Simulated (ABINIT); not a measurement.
# BAs (F-43m): G0W0 in ABINIT against the bands in the screening, part 2 of 2

How does the gap of BAs (F-43m) converge in the bands in the screening?

ABINIT 10.8.3; PBE and many-body steps on it, plane waves. Known limits of the many-body steps: not at the basis limit; exchange with frozen shells missing; no spin-orbit coupling.

So far. Step 2 (Screening, 6×6×6 mesh, 17 bands, screening to 195.9 eV): Local fields lower ε∞ by 9 %. Step 5 (23 bands): The gap on the mesh goes from 1.29 eV to 2.16 eV, a correction of +0.86 eV.

## Step 6: Screening, 6×6×6 mesh, 70 bands, screening to 195.9 eV

This step: RPA screening on PBE, plane waves, norm-conserving pseudopotentials.

File run.abi:

```
acell 3*1.0 Angstrom
rprim 
  -0.000000000000 2.388500000000 2.388500000000
  2.388500000000 -0.000000000000 2.388500000000
  2.388500000000 2.388500000000 -0.000000000000
ntypat 2
znucl 5 33
natom 2
typat 1 2
xred 
  0.000000000000 0.000000000000 0.000000000000
  0.250000000000 0.250000000000 0.250000000000
pp_dirpath "pseudos"
pseudos "B.upf, As.upf"
ecut 38
ngkpt 6 6 6
nshiftk 1
shiftk 0 0 0
kptopt 1
chksymbreak 0
istwfk *1
occopt 1
irdwfk 1
optdriver 3
nband 70
ecuteps 7.2
inclvkb 2
awtr 1
symchi 1
indata_prefix "in"
outdata_prefix "out"
tmpdata_prefix "tmp"
```

Run with:

```
$ OMP_NUM_THREADS=1 mpirun -n 4 abinit run.abi > log
```

The log of the run:

```text
.Version 10.8.3 of ABINIT. v10.8.2 released Aug 2026.

 Symmetries : space group F-4 3 m (#216); Bravais cF (face-center cubic)
[... echo of the input left out ...]
== DATASET  1 ==================================================================
-   mpi_nproc: 4, omp_nthreads: 1 (-1 if OMP is not activated)

--- !DatasetInfo
iteration_state: {dtset: 1, }
dimensions: {natom: 2, nkpt: 16, mband: 70, nsppol: 1, nspinor: 1, nspden: 1, mpw: 2085, }
cutoff_energies: {ecut:  38.0, pawecutdg:  -1.0, }
[...]
--------------------------------------------------------------------------------
[... chi0 elements left out ...]
 For q-point:  0.000010 0.000020 0.000030
  dielectric constant =  10.4619
  dielectric constant without local fields =  11.4668

  Average fulfillment of the sum rule on Im[epsilon] for q-point    1 :     59.75  [%]
[... wings left out ...]
  q-point number  2        q = ( 0.166667, 0.000000, 0.000000) [r.l.u.]
--------------------------------------------------------------------------------
[... chi0 elements left out ...]
  Average fulfillment of the sum rule on Im[epsilon] for q-point    2 :     77.44  [%]

 [... 14 further q-points ...]
```

Run time: 52 s. Hardware: 4 MPI ranks of Arm Neoverse V1, shared host; peak memory 0.74 GiB; 3.5 min of CPU time.

Numbers from this step:

* ε∞ with local fields, on this mesh, along the program's q direction: 10.46
* the same without local fields: 11.47
* plasma frequency: 30.18 eV
* plane waves in the screening matrix: 169

## Step 7: 70 bands

This step: G0W0 on PBE, plane waves, norm-conserving pseudopotentials.

run.abi, as its differences from that of step 6:

```diff
@@ -23,8 +23,17 @@
 irdwfk 1
-optdriver 3
+optdriver 4
 nband 70
+gwcalctyp 0
+ecutsigx 38
+symsigma 1
+nkptgw 2
+kptgw 
+  0.0000000000 0.0000000000 0.0000000000
+  0.3333333333 0.3333333333 0.0000000000
+bdgw 
+  7 12
+  8 11
 ecuteps 7.2
-inclvkb 2
-awtr 1
-symchi 1
+irdscr 1
+ppmodel 1
 indata_prefix "in"
```

The log of the run:

```text
.Version 10.8.3 of ABINIT. v10.8.2 released Aug 2026.

 Symmetries : space group F-4 3 m (#216); Bravais cF (face-center cubic)
[... echo of the input left out ...]
== DATASET  1 ==================================================================
-   mpi_nproc: 4, omp_nthreads: 1 (-1 if OMP is not activated)

--- !DatasetInfo
iteration_state: {dtset: 1, }
dimensions: {natom: 2, nkpt: 16, mband: 70, nsppol: 1, nspinor: 1, nspden: 1, mpw: 2085, }
cutoff_energies: {ecut:  38.0, pawecutdg:  -1.0, }
[...]
Band     E0 <VxcDFT>   SigX SigC(E0)      Z dSigC/dE  Sig(E)    E-E0       E
[...]
10   7.859 -11.353  -7.290  -3.883   0.815  -0.227 -11.206   0.147   8.005
       11   9.721 -10.888  -6.139  -4.500   0.814  -0.228 -10.685   0.203   9.924

== END DATASET(S) ==============================================================
================================================================================

 -outvars: echo values of variables after computation  --------
           etotal      0.0000000000E+00
            nband          70
             nkpt          16
          spgroup         216
 [... the other variables as echoed above ...]

 Calculation completed.
```

Elapsed: 10 s, on 4 MPI ranks; peak memory 0.73 GiB.

This step gave:

```yaml
g0w0_gap_on_the_points_computed: 2.139 eV
starting_gap_on_the_mesh: 1.294 eV
k_of_the_valence_top: 0, 0, 0
k_of_the_conduction_bottom: 0.3333, 0.3333, 0
least_direct_g0w0_gap_on_the_computed_points: 4.085 eV
```

Against the run before, the gap moves by −0.017 eV.

## Step 8: Screening, 6×6×6 mesh, 152 bands, screening to 195.9 eV

This step: RPA screening on PBE, plane waves, norm-conserving pseudopotentials.

run.abi, as its differences from that of step 7:

```diff
@@ -23,17 +23,8 @@
 irdwfk 1
-optdriver 4
-nband 70
-gwcalctyp 0
-ecutsigx 38
-symsigma 1
-nkptgw 2
-kptgw 
-  0.0000000000 0.0000000000 0.0000000000
-  0.3333333333 0.3333333333 0.0000000000
-bdgw 
-  7 12
-  8 11
+optdriver 3
+nband 152
 ecuteps 7.2
-irdscr 1
-ppmodel 1
+inclvkb 2
+awtr 1
+symchi 1
 indata_prefix "in"
```

The log of the run:

```text
.Version 10.8.3 of ABINIT. v10.8.2 released Aug 2026.

 Symmetries : space group F-4 3 m (#216); Bravais cF (face-center cubic)
[... echo of the input left out ...]
== DATASET  1 ==================================================================
-   mpi_nproc: 4, omp_nthreads: 1 (-1 if OMP is not activated)

--- !DatasetInfo
iteration_state: {dtset: 1, }
dimensions: {natom: 2, nkpt: 16, mband: 152, nsppol: 1, nspinor: 1, nspden: 1, mpw: 2085, }
cutoff_energies: {ecut:  38.0, pawecutdg:  -1.0, }
[...]
--------------------------------------------------------------------------------
[... chi0 elements left out ...]
 For q-point:  0.000010 0.000020 0.000030
  dielectric constant =  10.4871
  dielectric constant without local fields =  11.4825

  Average fulfillment of the sum rule on Im[epsilon] for q-point    1 :     93.08  [%]
[... wings left out ...]
  q-point number  2        q = ( 0.166667, 0.000000, 0.000000) [r.l.u.]
--------------------------------------------------------------------------------
[... chi0 elements left out ...]
  Average fulfillment of the sum rule on Im[epsilon] for q-point    2 :    117.44  [%]

 [... 14 further q-points ...]
```

The job ended after 2 min (4 MPI ranks; peak memory 1.1 GiB).

This step gave:

```
ε∞ with local fields, on this mesh, along the program's q direction : 10.49
the same without local fields                                       : 11.48
plasma frequency                                                    : 30.18 eV
plane waves in the screening matrix                                 : 169
```

## Step 9: 152 bands

This step: G0W0 on PBE, plane waves, norm-conserving pseudopotentials.

run.abi, as its differences from that of step 8:

```diff
@@ -23,8 +23,17 @@
 irdwfk 1
-optdriver 3
-nband 152
+optdriver 4
+nband 70
+gwcalctyp 0
+ecutsigx 38
+symsigma 1
+nkptgw 2
+kptgw 
+  0.0000000000 0.0000000000 0.0000000000
+  0.3333333333 0.3333333333 0.0000000000
+bdgw 
+  7 12
+  8 11
 ecuteps 7.2
-inclvkb 2
-awtr 1
-symchi 1
+irdscr 1
+ppmodel 1
 indata_prefix "in"
```

The log of the run:

```text
.Version 10.8.3 of ABINIT. v10.8.2 released Aug 2026.

 Symmetries : space group F-4 3 m (#216); Bravais cF (face-center cubic)
[... echo of the input left out ...]
== DATASET  1 ==================================================================
-   mpi_nproc: 4, omp_nthreads: 1 (-1 if OMP is not activated)

--- !DatasetInfo
iteration_state: {dtset: 1, }
dimensions: {natom: 2, nkpt: 16, mband: 70, nsppol: 1, nspinor: 1, nspden: 1, mpw: 2085, }
cutoff_energies: {ecut:  38.0, pawecutdg:  -1.0, }
[...]
Band     E0 <VxcDFT>   SigX SigC(E0)      Z dSigC/dE  Sig(E)    E-E0       E
[...]
10   7.859 -11.353  -7.290  -3.945   0.816  -0.226 -11.256   0.097   7.955
       11   9.721 -10.888  -6.139  -4.557   0.814  -0.228 -10.732   0.156   9.877

== END DATASET(S) ==============================================================
================================================================================

 -outvars: echo values of variables after computation  --------
           etotal      0.0000000000E+00
            nband          70
             nkpt          16
          spgroup         216
 [... the other variables as echoed above ...]

 Calculation completed.
```

The job ended after 11 s (4 MPI ranks; peak memory 0.73 GiB; 42 s of CPU time).

This step gave:

- G0W0 gap on the points computed: 2.143 eV
- starting gap on the mesh: 1.294 eV
- k of the valence top: 0, 0, 0
- k of the conduction bottom: 0.3333, 0.3333, 0
- least direct G0W0 gap on the computed points: 4.090 eV

Against the run before, the gap moves by +0.004 eV.

## Step 10: Side by side

Times are wall times on 4 MPI ranks of Arm Neoverse V1, shared host, good to a factor of about two. A run's time includes the screening step that it read.

| run | mesh | bands | screening cutoff (eV) | DFT gap (eV) | gap on the mesh (eV) | direct (eV) | ε∞ used | time |
| --- | --- | --- | --- | --- | --- | --- | --- | --- |
| 17 bands | 6×6×6 | 70 | 195.9 | 1.294 | 2.206 | 4.139 | 10.34 | 20 s |
| 23 bands | 6×6×6 | 70 | 195.9 | 1.294 | 2.156 | 4.097 | 10.37 | 26 s |
| 70 bands | 6×6×6 | 70 | 195.9 | 1.294 | 2.139 | 4.085 | 10.46 | 63 s |
| 152 bands | 6×6×6 | 70 | 195.9 | 1.294 | 2.143 | 4.090 | 10.49 | 2.2 min |

## Step 11: Outcome

```
17 bands     : 2.206 eV
23 bands     : 2.156 eV
70 bands     : 2.139 eV
152 bands    : 2.143 eV
known limits : not at the basis limit; exchange with frozen shells missing; no spin-orbit coupling
```

The setting moved: bands in the screening. From 17 bands to 152 bands the gap moves by −0.06 eV, for 6.8 times the time. It holds to 0.03 eV from 23 bands on. Bands and screening cutoff are coupled, so a series along one setting does not show full convergence. Bands and cutoff are finite, so the gap is not at the basis limit. The miss can reach some tenths of an eV and take either sign; the mesh is an error of its own. In the G0W0 runs levels were corrected at 2 k points alone, so a gap called «on the mesh» is the least over those, and an edge elsewhere would be missed. The norm-conserving file of at least one element keeps a d shell over frozen s and p shells of the same row. Exchange with those shells is missing from the self-energy, an error of 0.3 to 0.9 eV in cases checked, whose sign depends on which edge lies on those atoms. The many-body steps are scalar-relativistic: spin-orbit coupling is not in them.

[Paths, hosts, dates, memory and timing lines, banners, echoed tables and standing remarks are left out of the program output.]

[Logs are printed without paths, hosts, clocks, repeated set-up lines and the standing remarks that a program may print on its own settings, such as how far it seeks lower states.]

[Runs of the session that timed out or met a known fault of the program may be left out.]

[Hosts, paths, dates, database ids (printed as entryN), source tags and the programs' standing remarks are cut or masked in the printed files.]

[G0W0 gaps are taken among the corrected bands and points alone; a level outside them can change the order at an edge.]

[Where Ansatz stands beside ABINIT at settings called matched, ABINIT's density can come from a denser mesh and the files from another edition; pairs whose starting gaps differed by over 0.03 eV were left out, so agreement reads better than it is.]
